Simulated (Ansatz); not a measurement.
LaAlO₃:
```yaml
crystal:
  lattice:
    - [2.70656, 1.56263, 4.39780]
    - [-2.70656, 1.56263, 4.39780]
    - [0.00000, -3.12526, 4.39780]
  atoms:
    - { symbol: La, position: [0.25000, 0.25000, 0.25000] }
    - { symbol: La, position: [0.75000, 0.75000, 0.75000] }
    - { symbol: Al, position: [0.00000, 0.00000, 0.00000] }
    - { symbol: Al, position: [0.50000, 0.50000, 0.50000] }
    - { symbol: O, position: [0.78891, 0.71109, 0.25000] }
    - { symbol: O, position: [0.25000, 0.78891, 0.71109] }
    - { symbol: O, position: [0.71109, 0.25000, 0.78891] }
    - { symbol: O, position: [0.21109, 0.28891, 0.75000] }
    - { symbol: O, position: [0.75000, 0.21109, 0.28891] }
    - { symbol: O, position: [0.28891, 0.75000, 0.21109] }
```

PBE (plane waves, PAW; program Ansatz) gives a gap of 4.02 eV without spin–orbit coupling, maximum at F, minimum at Γ.

Q: What happens when spin–orbit coupling is switched on?

A: The gap stays essentially unchanged, to 4.02 eV; maximum at F, minimum at Γ.

Q: Give the electron effective mass with spin–orbit coupling.

A: 0.98 mₑ (isotropic).

Q: Give the hole effective mass with spin–orbit coupling.

A: 1.1, 1.4, 6.2 mₑ (principal values).

Space group R-3c. Symmetry was held in the PBE relaxation.

Potentials: the later of the program's two PAW sets.
